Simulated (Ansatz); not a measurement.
A run of Ansatz 0.2.0 is set up as follows.

input.yaml

```yaml
crystal:
  lattice:
    - [0.0, 2.3495, 2.3495]
    - [2.3495, 0.0, 2.3495]
    - [2.3495, 2.3495, 0.0]
  atoms:
    - { symbol: Cd, position: [0.0, 0.0, 0.0] }
    - { symbol: O, position: [0.5, 0.5, 0.5] }
hamiltonian:
  xc: { exchange: pbesol, correlation: pbesol, exx: { coeff: 0.25 } }
  pseudopotentials: { kind: paw }
kpoints:
  mp_grid: { grid: [6, 6, 6] }
  band_path:
    path:
      - [[0.0, 0.0, 0.0], [0.5, 0.0, 0.5], [0.5, 0.25, 0.75], [0.375, 0.375, 0.75], [0.0, 0.0, 0.0], [0.5, 0.5, 0.5], [0.625, 0.25, 0.625], [0.5, 0.25, 0.75], [0.5, 0.5, 0.5], [0.375, 0.375, 0.75]]
      - [[0.625, 0.25, 0.625], [0.5, 0.0, 0.5]]
    npoints: 4
scf:
  occupations: { method: fermi_dirac, width: 0.05 }
  n_extra_bands: 6
output:
  forces: true
  stress: true
  eigenvalues: true
  fatbands: false
```

Potentials or basis: Ansatz PAW.

Command:

```sh
$ ansatz run input.yaml --threads 2 --pin off --max-ram 5632MiB --backend cpu --events-out ev --progress --plain --runs-dir out
```

(1) Estimate the band gap along the path.

(2) Estimate the band gap on the k mesh.

(3) Predict the pressure.

Answers

(1) 1.48 eV, indirect (least direct gap 2.88 eV).

(2) 1.48 eV, indirect (least direct gap 2.88 eV).

(3) -4.5 GPa.

Caveat: the pressure holds a Pulay correction of +0.5 GPa for the finite cutoff; the PAW data sets come from PBE, with cores solved anew for the run's functional, which leaves a small shift of forces and pressure; the thresholds are loose for stress.
